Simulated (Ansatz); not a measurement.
Runs of Ansatz 0.2.0 on In. The structure is cubic, space group Im-3m (No. 229). Conventional cell: a = 3.765 Å, b = 3.765 Å, c = 3.765 Å, α = 90.00°, β = 90.00°, γ = 90.00°. Around In (site symmetry m-3m) lie 8 In at 3.26 Å. This isn't the form of In at room conditions, which is tetragonal.

| task | level | spin | cell | k mesh | cutoff (eV) | smearing | points for each segment of the path | gap on the mesh (eV) | pressure (GPa) | relaxed volume (Å³/atom) |
| --- | --- | --- | --- | --- | --- | --- | --- | --- | --- | --- |
| single point | PBE | off | as given | 10 × 10 × 10 | 420 | gaussian 0.013 eV | - | none | 1.5 | - |
| single point | PBE | off | as given | 10 × 10 × 10 | 420 | gaussian 0.023 eV | - | none | 1.5 | - |
| single point | PBE | off | as given | 10 × 10 × 10 | 420 | gaussian 0.026 eV | - | none | 1.5 | - |
| relaxation of cell and atoms | PBEsol+D3(BJ) | off | relaxed | 10 × 10 × 10 | 420 | fermi-dirac 0.05 eV | - | none | 0.0 | (a) |
| single point | PBE | off | as given | 10 × 10 × 10 | 420 | gaussian 0.016 eV | - | none | 1.5 | - |
| single point | PBE | off | as given | 10 × 10 × 10 | 420 | gaussian 0.014 eV | - | none | 1.5 | - |
| single point | PBE | off | as given | 10 × 10 × 10 | 420 | gaussian 0.022 eV | - | none | 1.5 | - |
| single point | PBE | off | as given | 10 × 10 × 10 | 420 | gaussian 0.024 eV | - | none | 1.5 | - |
| relaxation of cell and atoms | PBE+D3(BJ) | off | relaxed | 10 × 10 × 10 | 420 | fermi-dirac 0.05 eV | - | none | 0.0 | 26.32 |
| relaxation of cell and atoms | PBE+D4 | off | relaxed | 10 × 10 × 10 | 420 | fermi-dirac 0.05 eV | - | none | 0.0 | 26.33 |
| band structure | r2SCAN | SOC, no magnetisation | as given | 7 × 7 × 7 | 500 | fermi-dirac 0.05 eV | 14 | none | -0.1 | - |
| single point | PBE | off | as given | 10 × 10 × 10 | 420 | gaussian 0.017 eV | - | none | 1.5 | - |

Alike in all rows: potentials or basis Ansatz PAW.

**Question.** Fill in the values left out.

**Answer.** (a) 24.43.

Caveats: the plane-wave basis is chosen anew once the cell has moved, so the energies of steps on either side of that aren't comparable (some runs); pairwise dispersion overbinds metals, which lowers pressure and volume (some runs); the PAW data sets come from PBE, with cores solved anew for the run's functional, which leaves a small shift of forces and pressure (some runs).

A k mesh can miss the band edges, and rows without SOC leave out spin-orbit coupling on In.

A gap of «none» marks a metal or a gap under the smearing width.
